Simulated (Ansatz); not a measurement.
# Li16O7: the cost of one run

Computed with Ansatz 0.2.0 (DFT, PBE, plane-wave PAW, default files, scalar-relativistic, as far as a step names no other, unless a step's input says otherwise).

## 1. Starting point

Symmetry: R3m, No. 160, trigonal system. The conventional cell has a = 6.520 Å, b = 6.520 Å, c = 15.970 Å, α = 90.00°, β = 90.00°, γ = 120.00°. Li (site symmetry 3m) is surrounded by 3 O at 1.96 Å and 3 Li at 2.24 Å. Around Li (site symmetry m) lie 3 O at 2.00 Å. Li (site symmetry m) has 4 O at 2.00 Å as nearest neighbours. Li (site symmetry 3m) is surrounded by 4 O at 2.00 Å. Li (site symmetry m) has 4 O at 2.00 Å and 6 Li at 2.24 to 2.31 Å as nearest neighbours. Li (site symmetry 3m) has 3 O at 2.00 Å as nearest neighbours. Only part of the 11 independent sites is listed.

Structure file:

```
CELL_PARAMETERS angstrom
0.00000 4.61000 4.61000
4.61000 0.00000 4.61000
4.61000 4.61000 0.00000
ATOMIC_POSITIONS crystal
Li 0.13251 0.13251 0.13251
Li 0.12500 0.12500 0.62500
Li 0.12500 0.62500 0.12500
Li 0.12500 0.62500 0.62500
Li 0.62500 0.12500 0.12500
Li 0.62500 0.12500 0.62500
Li 0.62500 0.62500 0.12500
Li 0.62500 0.62500 0.62500
Li 0.37500 0.37500 0.37500
Li 0.37500 0.37500 0.87500
Li 0.37500 0.87500 0.37500
Li 0.37500 0.87500 0.87500
Li 0.87500 0.37500 0.37500
Li 0.87500 0.37500 0.87500
Li 0.87500 0.87500 0.37500
Li 0.87500 0.87500 0.87500
O 0.00000 0.00000 0.50000
O 0.00000 0.50000 0.00000
O 0.00000 0.50000 0.50000
O 0.50000 0.00000 0.00000
O 0.50000 0.00000 0.50000
O 0.50000 0.50000 0.00000
O 0.50000 0.50000 0.50000
```

The vacant site is at (0.000, 0.000, 0.000) in fractional coordinates of the input's cell.

## 2. Relaxation of the positions

input.yaml reads:

```yaml
crystal:
  lattice:
    - [0.0, 4.61, 4.61]
    - [4.61, 0.0, 4.61]
    - [4.61, 4.61, 0.0]
  atoms:
    - { symbol: Li, position: [0.1325143202, 0.1325143202, 0.1325143202], spin: 0.5 }
    - { symbol: Li, position: [0.125, 0.125, 0.625], spin: 0.5 }
    - { symbol: Li, position: [0.125, 0.625, 0.125], spin: 0.5 }
    - { symbol: Li, position: [0.125, 0.625, 0.625] }
    - { symbol: Li, position: [0.625, 0.125, 0.125], spin: 0.5 }
    - { symbol: Li, position: [0.625, 0.125, 0.625] }
    - { symbol: Li, position: [0.625, 0.625, 0.125] }
    - { symbol: Li, position: [0.625, 0.625, 0.625] }
    - { symbol: Li, position: [0.375, 0.375, 0.375] }
    - { symbol: Li, position: [0.375, 0.375, 0.875] }
    - { symbol: Li, position: [0.375, 0.875, 0.375] }
    - { symbol: Li, position: [0.375, 0.875, 0.875], spin: 0.5 }
    - { symbol: Li, position: [0.875, 0.375, 0.375] }
    - { symbol: Li, position: [0.875, 0.375, 0.875], spin: 0.5 }
    - { symbol: Li, position: [0.875, 0.875, 0.375], spin: 0.5 }
    - { symbol: Li, position: [0.875, 0.875, 0.875], spin: 0.5 }
    - { symbol: O, position: [0.0, 0.0, 0.5] }
    - { symbol: O, position: [0.0, 0.5, 0.0] }
    - { symbol: O, position: [0.0, 0.5, 0.5] }
    - { symbol: O, position: [0.5, 0.0, 0.0] }
    - { symbol: O, position: [0.5, 0.0, 0.5] }
    - { symbol: O, position: [0.5, 0.5, 0.0] }
    - { symbol: O, position: [0.5, 0.5, 0.5] }
magnetization:
  spin_polarized: true
kpoints:
  mp_grid: { grid: [4, 4, 4] }
scf:
  occupations: { method: fermi_dirac, width: 0.01 }
hamiltonian:
  xc: pbe
  pseudopotentials: { kind: paw }
output:
  forces: true
  stress: true
  populations: true
  efg:
    quadrupole_moments_barn: { Li: -0.0401, O: -0.02558 }
    contact_densities: true
relax:
  f_tol: 0.03
  max_steps: 40
```

Started as:

```sh
> ansatz run input.yaml --threads 1 --pin off --max-ram 3072MiB --backend cpu --events-out ev --progress --plain --runs-dir out
```

**Question.** How long does this run take on 1 thread of Arm Neoverse V1, shared host, and how much memory does it need?

About 2.1 min, with a peak of 0.66 GiB.
